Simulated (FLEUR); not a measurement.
# NaI under changes of volume

One of the cells (33.899 Å³/atom); the others are scaled copies at fixed shape and fractional positions:

```
I Na
1.0
     0.00000    3.23640    3.23640
     3.23640    0.00000    3.23640
     3.23640    3.23640    0.00000
I Na
1 1
Direct
  0.50000 0.50000 0.50000
  0.00000 0.00000 0.00000
```

```yaml
Program: FLEUR MaX-R8.1 (later development tree)
Functional: SCAN
Potentials_or_basis: all-electron
Basis: FLAPW
Kmax: 4.1 1/bohr
k_mesh: 7 × 7 × 7
Occupations: fermi-dirac, width 0.05 eV
Spin: no spin polarisation
```

```csv
volume (Å³/atom),energy over the lowest point (meV/atom),gap on the mesh (eV)
31.865,4.41,4.67
32.543,1.23,4.59
33.899,0.00,4.42
35.255,4.92,4.26
35.933,?,?
```

What does the run at 35.933 Å³/atom give?

Energy over the lowest point 9.15 meV/atom; gap on the mesh 4.19 eV.

Worked out: A Birch-Murnaghan fit of order 2 (a polynomial in V^(-2/3)) to the other rows has its minimum at 33.45 Å³/atom with B0 = V·E''(V) = 18.7 GPa. It gives 9.26 meV/atom at 35.933 Å³/atom, against the run's 9.15. A straight line through the other rows of the gap, of slope -4.08 eV per unit of ln V (its deformation potential), extrapolates to 4.18 eV, against the run's 4.19.

Energies are extrapolated to zero smearing.

Caveats: the meta-GGA is that of a development version, with a GGA for the radial functions and cores and without core tails; spin-orbit coupling is left out, which moves the levels of the heavy elements.
